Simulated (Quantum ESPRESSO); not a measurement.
Crystal: SiO2.

```
CELL_PARAMETERS angstrom
5.06907 0.00000 0.00000
-2.53454 4.38995 0.00000
0.00000 0.00000 8.55849
ATOMIC_POSITIONS crystal
Si 0.33333 0.66667 0.43713
Si 0.33333 0.66667 0.06287
Si 0.66667 0.33333 0.56287
Si 0.66667 0.33333 0.93713
O 0.42126 0.00000 0.00000
O 0.33333 0.66667 0.25000
O 0.66667 0.33333 0.75000
O 0.00000 0.57874 0.50000
O 0.57874 0.57874 0.00000
O 0.57874 0.00000 0.50000
O 0.42126 0.42126 0.50000
O 0.00000 0.42126 0.00000
```

The cell comes from a database or a generator and needn't be the stable form of this composition.

```yaml
Program: Quantum ESPRESSO 7.5
Task: single point
Functional: PBE
Potentials_or_basis: SSSP 1.3 efficiency PBE
Cutoff: 748 eV
Density_cutoff: 5987 eV
k_mesh: 6 × 6 × 3
Occupations: fermi-dirac, width 0.05 eV
Spin: no spin polarisation
```

On this cell: pressure 4.4 GPa; largest force 0.276 eV/Å; band gap on the k mesh 5.61 eV, indirect (least direct gap 5.62 eV).

The same run follows on a disturbed copy (atoms moved at random, drawn with an rms of 0.05 Å):

```xyz
12
Lattice="5.0691 0.0000 0.0000 -2.5345 4.3899 0.0000 0.0000 0.0000 8.5585" Properties=species:S:1:pos:R:3 pbc="T T T"
Si    0.0193    2.9384    3.7274
Si    0.0140    2.9771    0.5386
Si    2.5264    1.4308    4.7882
Si    2.4962    1.4365    7.9850
O     2.0745   -0.0199   -0.0108
O     0.0199    2.9765    2.1635
O     2.5398    1.4351    6.4549
O    -1.4468    2.5714    4.3153
O     1.4406    2.5665    0.0045
O     2.9275   -0.0256    4.2556
O     1.0535    1.8841    4.2331
O    -1.0727    1.8300    0.0281
```

Task: What changes?

Result: The energy moves by +41.5 meV/atom; pressure 4.8 GPa; largest force 4.648 eV/Å; band gap on the k mesh 5.39 eV, indirect (least direct gap 5.41 eV).

Forces in eV/Å, atoms in the order of the input:
```
Si  -1.873 -0.554 -0.028
Si  -1.684 -2.331  0.784
Si   0.277  1.486  0.842
Si   0.949  1.294  3.888
O   -0.536  1.518 -0.463
O   -0.100  0.051 -2.008
O   -0.206 -0.083 -4.643
O   -1.067 -0.850  0.301
O    1.714 -0.695 -0.777
O    0.662  2.177  0.922
O    2.302 -2.104  1.232
O   -0.439  0.092 -0.049
```

Stress tensor (GPa, compression positive):
```
 1.44 -2.59 -0.27
-2.59  6.42 -0.68
-0.27 -0.68  6.51
```

Caveats: an odd mesh through Γ misses points on the zone boundary, where band edges often lie.
